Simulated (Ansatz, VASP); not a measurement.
Hf3B in VASP and in Ansatz

File INCAR:

```
ALGO     = Normal         # electronic algorithm
EDIFF    = 1E-7           # SCF threshold, eV
EDIFFG   = -0.01          # ionic threshold
ENCUT    = 600            # plane-wave cutoff, eV
GGA      = PE             # functional
IBRION   = 2              # ionic algorithm
ISIF     = 3              # what is computed and relaxed
ISMEAR   = 0              # smearing method
LASPH    = True           # aspherical terms in the spheres
LCHARG   = False          # write CHGCAR
LREAL    = False          # projectors in reciprocal space
LWAVE    = False          # write WAVECAR
NELM     = 100            # most SCF steps
NSW      = 100            # ionic steps
PREC     = Accurate       # precision mode
SIGMA    = 0.1            # smearing width, eV
```

KPOINTS

```
k-points
0
Gamma
  8 8 8
```

File POSCAR:

```
Hf3B
1.0
    5.2337917840      0.0000000000      0.0000000000
    0.0000000000      5.2337917840      0.0000000000
    0.0000000000      0.0000000000      5.2337917840
Hf B
6 2
Direct
    0.2500000000      0.0000000000      0.5000000000
    0.7500000000      0.0000000000      0.5000000000
    0.0000000000      0.5000000000      0.2500000000
    0.0000000000      0.5000000000      0.7500000000
    0.5000000000      0.7500000000      0.0000000000
    0.5000000000      0.2500000000      0.0000000000
    0.0000000000      0.0000000000      0.0000000000
    0.5000000000      0.5000000000      0.5000000000
```

Input for Ansatz:

```yaml
crystal:
  lattice:
    - [5.233791784, 0.0, 0.0]
    - [0.0, 5.233791784, 0.0]
    - [0.0, 0.0, 5.233791784]
  atoms:
    - { symbol: Hf, position: [0.25, 0.0, 0.5] }
    - { symbol: Hf, position: [0.75, 0.0, 0.5] }
    - { symbol: Hf, position: [0.0, 0.5, 0.25] }
    - { symbol: Hf, position: [0.0, 0.5, 0.75] }
    - { symbol: Hf, position: [0.5, 0.75, 0.0] }
    - { symbol: Hf, position: [0.5, 0.25, 0.0] }
    - { symbol: B, position: [0.0, 0.0, 0.0] }
    - { symbol: B, position: [0.5, 0.5, 0.5] }
basis:
  ecutwfc: 420
kpoints:
  mp_grid: { grid: [8, 8, 8] }
hamiltonian:
  xc: pbe
scf:
  occupations: { method: gaussian, width: 0.1 }
output:
  forces: true
  stress: true
  eigenvalues: true
  write_density: true
  write_potential: true
  elf: true
  volumetric_format: npy
relax:
  adjacent_minimum: "off"
  f_tol: 0.01
  max_steps: 80
  cell: { stress_tol: 0.05 }
```

Change from the starting cell: species swapped into the Mo3Os type (Pm-3n, No. 223).

Alike in both runs: task relaxation of cell and atoms; functional PBE; k mesh 8 × 8 × 8; occupations gaussian, width 0.1 eV; no spin polarisation.

|  | VASP | Ansatz |
| --- | --- | --- |
| version | VASP 6.6.1 | Ansatz 0.2.0 |
| potentials or method | VASP PAW PBE potentials, release 64 (Hf_pv, B) | scalar-relativistic, plane waves, PAW |
| plane-wave cutoff (eV) | 600 | 420 |
| valence electrons in the cell | 66 | 162 |

|  | VASP | Ansatz | Ansatz less VASP |
| --- | --- | --- | --- |
| gap on the k mesh at the Fermi level, each at its own relaxed structure (eV) | none | none | - |
| relaxed volume (Å³/atom) | 17.89 | 17.95 | +0.065 |
| relaxed cell length with the largest relative difference (Å) | 5.230 | 5.237 | +0.0064 |

A gap of «none» marks a metal or a gap that the smearing closes. The two sets of potentials don't hold the same shells in valence.

The runs have no spin-orbit coupling, so splittings on Hf are missing.
